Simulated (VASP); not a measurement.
# Ag2O (Pn-3m) in VASP: settings compared

Aim: see how the results for Ag2O move with the level of theory and the settings. Levels: LDA, PBE, PBEsol, RPBE. Tasks: relaxation of cell and atoms.

Everything below comes from runs of VASP 6.6.1. Logs are shortened: lines on timing, memory, paths and dates and some standing lists are left out, and cuts for length are marked.

## 1. Starting point

It takes space group Pn-3m (No. 224, cubic). Conventional cell: a = 4.718 Å, b = 4.718 Å, c = 4.718 Å, α = 90.00°, β = 90.00°, γ = 90.00°. Ag (site symmetry -3m) is surrounded by 2 O at 2.04 Å. O (site symmetry -43m) has 4 Ag at 2.04 Å as nearest neighbours.

## 2. Relaxation of cell and atoms, LDA

File INCAR:

```
SYSTEM = Ag2O
  PREC = Accurate
  ENCUT = 600
  EDIFF = 1E-7
  ISMEAR = -1
  SIGMA = 0.05
  LREAL = .FALSE.
  LASPH = .TRUE.
  NELM = 60
  ALGO = Normal
  ISIF = 3
  LWAVE = .FALSE.
  LCHARG = .FALSE.
  IBRION = 2
  NSW = 60
  EDIFFG = -0.01
```

File KPOINTS:

```
regular mesh
0
G
  5 5 5
  0 0 0
```

File POSCAR:

```
Ag2O
1.0
    4.7180000000      0.0000000000      0.0000000000
    0.0000000000      4.7180000000      0.0000000000
    0.0000000000      0.0000000000      4.7180000000
Ag O
4 2
Direct
    0.7500000000      0.2500000000      0.7500000000
    0.7500000000      0.7500000000      0.2500000000
    0.2500000000      0.7500000000      0.7500000000
    0.2500000000      0.2500000000      0.2500000000
    0.5000000000      0.5000000000      0.5000000000
    0.0000000000      0.0000000000      0.0000000000
```

Potentials or basis: VASP PAW LDA potentials, release 64 (Ag, O).

Launch:

```console
$ cat potpaw_LDA.64/Ag/POTCAR potpaw_LDA.64/O/POTCAR > POTCAR
$ mpirun -np 1 vasp_std > vasp.out
```

OUTCAR:

```text
SYSTEM = Ag2O
   PREC = Accurate
   ENCUT = 600
   EDIFF = 1E-7
   ISMEAR = -1
   LREAL = .FALSE.
   LASPH = .TRUE.
   NELM = 60
   ISIF = 3
   IBRION = 2
   NSW = 60
   EDIFFG = -0.01

 ion  position               nearest neighbor table
   1  0.750  0.250  0.750-   5 2.04   6 2.04   4 3.34   2 3.34   3 3.34   2 3.34   4 3.34   2 3.34
                             3 3.34   2 3.34   3 3.34   4 3.34   4 3.34   3 3.34
   2  0.750  0.750  0.250-   5 2.04   6 2.04   4 3.34   1 3.34   3 3.34   1 3.34   3 3.34   1 3.34
                             4 3.34   1 3.34   3 3.34   4 3.34   3 3.34   4 3.34
   3  0.250  0.750  0.750-   5 2.04   6 2.04   4 3.34   1 3.34   2 3.34   2 3.34   4 3.34   1 3.34
                             4 3.34   4 3.34   1 3.34   2 3.34   2 3.34   1 3.34
   4  0.250  0.250  0.250-   5 2.04   6 2.04   3 3.34   1 3.34   2 3.34   1 3.34   3 3.34   2 3.34
                             3 3.34   3 3.34   1 3.34   2 3.34   1 3.34   2 3.34
   5  0.500  0.500  0.500-   1 2.04   2 2.04   3 2.04   4 2.04
   6  0.000  0.000  0.000-   1 2.04   2 2.04   3 2.04   4 2.04

  LATTYP: Found a simple cubic cell.
 ALAT       =     4.7180000000

  Lattice vectors:

 A1 = (   4.7180000000,   0.0000000000,   0.0000000000)
 A2 = (   0.0000000000,   4.7180000000,   0.0000000000)
 A3 = (   0.0000000000,   0.0000000000,   4.7180000000)

Analysis of symmetry for initial positions (statically):
=====================================================================
 Subroutine PRICEL returns:
 Original cell was already a primitive cell.

 Routine SETGRP: Setting up the symmetry group for a
 simple cubic supercell.

 Subroutine GETGRP returns: Found 48 space group operations
 (whereof 24 operations were pure point group operations)
 out of a pool of 48 trial point group operations.

The static configuration has the point symmetry T_d .
 The point group associated with its full space group is O_h .

Analysis of symmetry for dynamics (positions and initial velocities):
=====================================================================
 Subroutine PRICEL returns:
 Original cell was already a primitive cell.

 Routine SETGRP: Setting up the symmetry group for a
 simple cubic supercell.

 Subroutine GETGRP returns: Found 48 space group operations
 (whereof 24 operations were pure point group operations)
 out of a pool of 48 trial point group operations.

The dynamic configuration has the point symmetry T_d .
 The point group associated with its full space group is O_h .

 Subroutine INISYM returns: Found 48 space group operations
 (whereof 24 operations are pure point group operations),
 and found     1 'primitive' translations

----------------------------------------------------------------------------------------

                                     Primitive cell

  volume of cell :     105.0204

  direct lattice vectors                    reciprocal lattice vectors
     4.718000000  0.000000000  0.000000000     0.211954218  0.000000000  0.000000000
     0.000000000  4.718000000  0.000000000     0.000000000  0.211954218  0.000000000
     0.000000000  0.000000000  4.718000000     0.000000000  0.000000000  0.211954218

  length of vectors
     4.718000000  4.718000000  4.718000000     0.211954218  0.211954218  0.211954218

  position of ions in fractional coordinates (direct lattice)
     0.750000000  0.250000000  0.750000000
     0.750000000  0.750000000  0.250000000
     0.250000000  0.750000000  0.750000000
     0.250000000  0.250000000  0.250000000
     0.500000000  0.500000000  0.500000000
     0.000000000  0.000000000  0.000000000

  ion indices of the primitive-cell ions
   primitive index   ion index
                 1           1
                 2           2
                 3           3
                 4           4
                 5           5
                 6           6

----------------------------------------------------------------------------------------

 KPOINTS: regular mesh

Automatic generation of k-mesh.
 Grid dimensions read from file:
 generate k-points for:    5    5    5

 Generating k-lattice:

  Cartesian coordinates                     Fractional coordinates (reciprocal lattice)
     0.042390844  0.000000000  0.000000000     0.200000000  0.000000000  0.000000000
     0.000000000  0.042390844  0.000000000     0.000000000  0.200000000  0.000000000
     0.000000000  0.000000000  0.042390844     0.000000000  0.000000000  0.200000000

  Length of vectors
     0.042390844  0.042390844  0.042390844

  Shift w.r.t. Gamma in fractional coordinates (k-lattice)
     0.000000000  0.000000000  0.000000000

 Subroutine IBZKPT returns following result:
 ===========================================

 Found     10 irreducible k-points:

 Following reciprocal coordinates:
            Coordinates               Weight
  0.000000  0.000000  0.000000      1.000000
  0.200000  0.000000  0.000000      6.000000
  0.400000  0.000000  0.000000      6.000000
  0.200000  0.200000  0.000000     12.000000
  0.400000  0.200000  0.000000     24.000000
  0.400000  0.400000  0.000000     12.000000
  0.200000  0.200000  0.200000      8.000000
  0.400000  0.200000  0.200000     24.000000
  0.400000  0.400000  0.200000     24.000000
  0.400000  0.400000  0.400000      8.000000
   k-points           NKPTS =     10   k-points in BZ     NKDIM =     10   number of bands    NBANDS=     33
   number of dos      NEDOS =    301   number of ions     NIONS =      6
   total plane-waves  NPLWV =  64000
   dimension x,y,z NGX =    40 NGY =   40 NGZ =   40
   dimension x,y,z NGXF=    80 NGYF=   80 NGZF=   80
   ions per type =               4   2
   NGX,Y,Z   is equivalent  to a cutoff of  14.09, 14.09, 14.09 a.u.
   NGXF,Y,Z  is equivalent  to a cutoff of  28.19, 28.19, 28.19 a.u.
 SYSTEM =  Ag2O
   PREC   = accura    normal or accurate (medium, high low for compatibility)
   ISTART =      0    job   : 0-new  1-cont  2-samecut
   ICHARG =      2    charge: 1-file 2-atom 10-const
   ISPIN  =      1    spin polarized calculation?
   LNONCOLLINEAR =      F non collinear calculations
   LSORBIT =      F    spin-orbit coupling
   LASPH  =      T    aspherical Exc in radial PAW
   ENCUT  =  600.0 eV  44.10 Ry    6.64 a.u.   9.42  9.42  9.42*2*pi/ulx,y,z
   NELM   =     60;   NELMIN=  2; NELMDL= -5     # of ELM steps
   EDIFF  = 0.1E-06   stopping-criterion for ELM
   LREAL  =      F    real-space projection
   EDIFFG = -.1E-01   stopping-criterion for IOM
   NSW    =     60    number of steps for IOM
   IBRION =      2    ionic relax: 0-MD 1-quasi-New 2-CG
   NFREE  =      1    steps in history (QN), initial steepest desc. (CG)
   ISIF   =      3    stress and relaxation
   ISYM   =      2    0-nonsym 1-usesym 2-fastsym
   POTIM  = 0.5000    time-step for ionic-motion
   TEBEG  =    0.0;   TEEND  =   0.0 temperature during run
   PSTRESS=    0.0 pullay stress
   NELECT =      56.0000    total number of electrons
   NUPDOWN=      -1.0000    fix difference up-down
   EMIN   =  10.00;   EMAX   =-10.00  energy-range for DOS
   EFERMI =   0.00;   METHOD = LEGACY
   ISMEAR =    -1;   SIGMA  =   0.05  broadening in eV -4-tet -1-fermi 0-gaus
   EFERMI_NEDOS =   21; number of points for ismear=-14 and -15
   IALGO  =     38    algorithm
   IMIX   =      4    mixing-type and parameters
     AMIX     =   0.40;   BMIX     =  1.00
     AMIX_MAG =   1.60;   BMIX_MAG =  1.00
  volume/ion in A,a.u.               =      17.50       118.12
  Fermi-wavevector in a.u.,A,eV,Ry     =   1.327536  2.508679 23.978245  1.762351
  Thomas-Fermi vector in A             =   2.456841
   LORBIT       =      0    0 simple, 1 ext, 2 COOP (PROOUT), +10 PAW based schemes
   GGA     = CA    functional components
   LHFCALC =     F    Hartree Fock is set to
   AEXX    =    0.0000 exact exchange contribution
   IVDW    =     0    specifies the selected vdW correction
   LEPSILON=     F    determine dielectric tensor
   LRPA    =     F    only Hartree local field effects (RPA)
 conjugate gradient relaxation of ions
 non-spin polarized calculation
  energy-cutoff  :      600.00
  volume of cell :      105.02
 maximum number of plane-waves:      3524
 NGX is ok and might be reduce to    40
   NGX = 19   NGY = 19   NGZ = 19

--------------------------------------- Ionic step        1  -------------------------------------------

 number of electron      56.0000026 magnetization

 Free energy of the ion-electron system (eV)
  ---------------------------------------------------
  ext. energy  EPLUGINS =         0.00000000
  ---------------------------------------------------
  free energy    TOTEN  =       -26.60990831 eV

  energy without entropy =      -26.60735675  energy(sigma->0) =      -26.60863253

------------------------ aborting loop because EDIFF is reached ----------------------------------------

  FORCE on cell =-STRESS in cart. coord.  units (eV):
  Direction    XX          YY          ZZ          XY          YZ          ZX
  --------------------------------------------------------------------------------------
  -------------------------------------------------------------------------------------
  Total       -3.0401016     -3.0401016     -3.0401016     -0.0000000     -0.0000000     -0.0000000
  in kB      -46.3793728    -46.3793728    -46.3793728     -0.0000000     -0.0000000     -0.0000000
  external PRESSURE =     -46.3793728 kB  Pullay stress =       0.0000000 kB

 VOLUME and BASIS-vectors are now :
 -----------------------------------------------------------------------------
  energy-cutoff  :      600.00
  volume of cell :      105.02
      direct lattice vectors                 reciprocal lattice vectors
     4.718000000  0.000000000  0.000000000     0.211954218  0.000000000  0.000000000
     0.000000000  4.718000000  0.000000000     0.000000000  0.211954218  0.000000000
     0.000000000  0.000000000  4.718000000     0.000000000  0.000000000  0.211954218
[... 41 lines left out ...]
 POSITION                                       TOTAL-FORCE (eV/Angst)
 -----------------------------------------------------------------------------------
      3.45201      1.15067      3.45201        -0.000000     -0.000000     -0.000000
      3.45201      3.45201      1.15067        -0.000000     -0.000000      0.000000
      1.15067      3.45201      3.45201         0.000000      0.000000      0.000000
      1.15067      1.15067      1.15067        -0.000000      0.000000      0.000000
      2.30134      2.30134      2.30134         0.000000      0.000000     -0.000000
      4.60267     -0.00000     -0.00000         0.000000      0.000000      0.000000
 -----------------------------------------------------------------------------------
    total drift:                                0.000000     -0.000000     -0.000000

  FREE ENERGIE OF THE ION-ELECTRON SYSTEM (eV)
  ---------------------------------------------------
  free  energy   TOTEN  =       -26.6727280855 eV

  energy  without entropy=      -26.6712290771  energy(sigma->0) =      -26.67197858

--------------------------------------- Ionic step        3  -------------------------------------------

 number of electron      56.0000015 magnetization

 Free energy of the ion-electron system (eV)
  ---------------------------------------------------
  ext. energy  EPLUGINS =         0.00000000
  ---------------------------------------------------
  free energy    TOTEN  =       -26.69005939 eV

  energy without entropy =      -26.68815822  energy(sigma->0) =      -26.68910881

 E-fermi :   5.1760     XC(G=0): -11.3053

 val. band max:        5.0730298964   @ k =   0.0000   0.0000   0.0000
 cond. band min:       5.1877572990   @ k =   0.0000   0.0000   0.0000
 fundamental gap:      0.1147274026
 Fermi energy:         5.1760475677

 k-point     1 :       0.0000    0.0000    0.0000
  band No.  band energies     occupation
      1     -14.0928      2.00000
      2     -13.2436      2.00000
      3      -2.4402      2.00000
      4      -2.4402      2.00000
      5      -2.4402      2.00000
      6      -0.0339      2.00000
[... 371 lines left out ...]
 POSITION                                       TOTAL-FORCE (eV/Angst)
 -----------------------------------------------------------------------------------
      3.47851      1.15950      3.47851         0.000000      0.000000      0.000000
      3.47851      3.47851      1.15950         0.000000     -0.000000      0.000000
      1.15950      3.47851      3.47851         0.000000      0.000000     -0.000000
      1.15950      1.15950      1.15950        -0.000000     -0.000000      0.000000
      2.31901      2.31901      2.31901        -0.000000      0.000000     -0.000000
      0.00000      0.00000      0.00000        -0.000000      0.000000     -0.000000
 -----------------------------------------------------------------------------------
    total drift:                                0.000000     -0.000000     -0.000000

  FREE ENERGIE OF THE ION-ELECTRON SYSTEM (eV)
  ---------------------------------------------------
  free  energy   TOTEN  =       -26.6900593910 eV

  energy  without entropy=      -26.6881582199  energy(sigma->0) =      -26.68910881

 reached required accuracy - stopping structural energy minimisation
```

Wall time 1.9 min (1 thread of Intel Xeon Platinum 8488C (Sapphire Rapids), shared host); peak memory 0.21 GiB.

What came out:

- Free energy: -26.6901 eV
- Relaxed volume: 16.63 Å³/atom
- Relaxed cell: a = 4.638 Å, b = 4.638 Å, c = 4.638 Å, α = 90.00°, β = 90.00°, γ = 90.00°
- Space group after relaxing (to 0.05 Å): Pn-3m (No. 224)
- Energy gained by relaxing: 13.4 meV/atom
- Ionic steps: 3
- Pressure after relaxing: 0.0 GPa
- Band gap on the k mesh: 0.11 eV, direct

Step by step:
```
step  energy change (eV)  largest force (eV/Å)  pressure (GPa)  volume (Å³)
   1              0.0000                0.0000           -4.64       105.02
   2             -0.0628                0.0000            2.51        97.51
   3             -0.0802                0.0000           -0.01        99.77
```

Final structure:
```xyz
6
Lattice="4.6380 0.0000 0.0000 0.0000 4.6380 0.0000 0.0000 0.0000 4.6380" Properties=species:S:1:pos:R:3 pbc="T T T"
Ag    3.4785    1.1595    3.4785
Ag    3.4785    3.4785    1.1595
Ag    1.1595    3.4785    3.4785
Ag    1.1595    1.1595    1.1595
O     2.3190    2.3190    2.3190
O     0.0000    0.0000    0.0000
```

Levels at points of the mesh, in eV from the valence-band top:
| k point | band 26 | band 27 | band 28 | band 29 | band 30 | band 31 |
| --- | --- | --- | --- | --- | --- | --- |
| (0.00, 0.00, 0.00) | 0.00 | 0.00 | 0.00 | 0.11 | 1.69 | 1.69 |

Caveat: an odd mesh through Γ misses points on the zone boundary, where band edges often lie. Zero-point motion and thermal expansion aren't in these numbers.

## 3. Relaxation of cell and atoms, PBE

Changes to INCAR since step 2:

```diff
@@ -13,2 +13,3 @@
   LCHARG = .FALSE.
+  GGA = PE
   IBRION = 2
```

KPOINTS is that of step 2.

POSCAR is that of step 2.

Potentials or basis: VASP PAW PBE potentials, release 64 (Ag, O).

Launch:

```console
$ cat potpaw_PBE.64/Ag/POTCAR potpaw_PBE.64/O/POTCAR > POTCAR
$ mpirun -np 1 vasp_std > vasp.out
```

Run time: 2 min. Hardware: 1 thread of Intel Xeon Platinum 8488C (Sapphire Rapids), shared host; peak memory 0.25 GiB.

The run converged. Its results:

```yaml
Free_energy: -21.4581 eV
Relaxed_volume: 18.54 Å³/atom
Relaxed_cell: a = 4.809 Å, b = 4.809 Å, c = 4.809 Å, α = 90.00°, β = 90.00°, γ = 90.00°
Space_group_after_relaxing_to_0.05_Å: Pn-3m (No. 224)
Energy_gained_by_relaxing: 14.3 meV/atom
Ionic_steps: 3
Pressure_after_relaxing: 0.0 GPa
Band_gap_on_the_k_mesh: none (metal or under the smearing width)
```

Step by step:
```csv
step,energy change (eV),largest force (eV/Å),pressure (GPa),volume (Å³)
1,0.0000,0.0000,4.70,105.02
2,-0.0801,0.0000,-1.06,113.02
3,-0.0860,0.0000,0.01,111.23
```

Final structure:
```yaml
crystal:
  lattice:
    - [4.80925, 0.00000, 0.00000]
    - [0.00000, 4.80925, 0.00000]
    - [0.00000, 0.00000, 4.80925]
  atoms:
    - { symbol: Ag, position: [0.75000, 0.25000, 0.75000] }
    - { symbol: Ag, position: [0.75000, 0.75000, 0.25000] }
    - { symbol: Ag, position: [0.25000, 0.75000, 0.75000] }
    - { symbol: Ag, position: [0.25000, 0.25000, 0.25000] }
    - { symbol: O, position: [0.50000, 0.50000, 0.50000] }
    - { symbol: O, position: [0.00000, 0.00000, 0.00000] }
```

Levels at points of the mesh, in eV from the Fermi level:
```
           k point  band 26  band 27  band 28  band 29  band 30  band 31
(0.00, 0.00, 0.00)    -0.12    -0.07    -0.07    -0.07     2.16     2.16
```

PBE usually gives volumes a little too large and moduli too small. Zero-point motion and thermal expansion aren't in these numbers.

(Continued in part 2 of 2.)
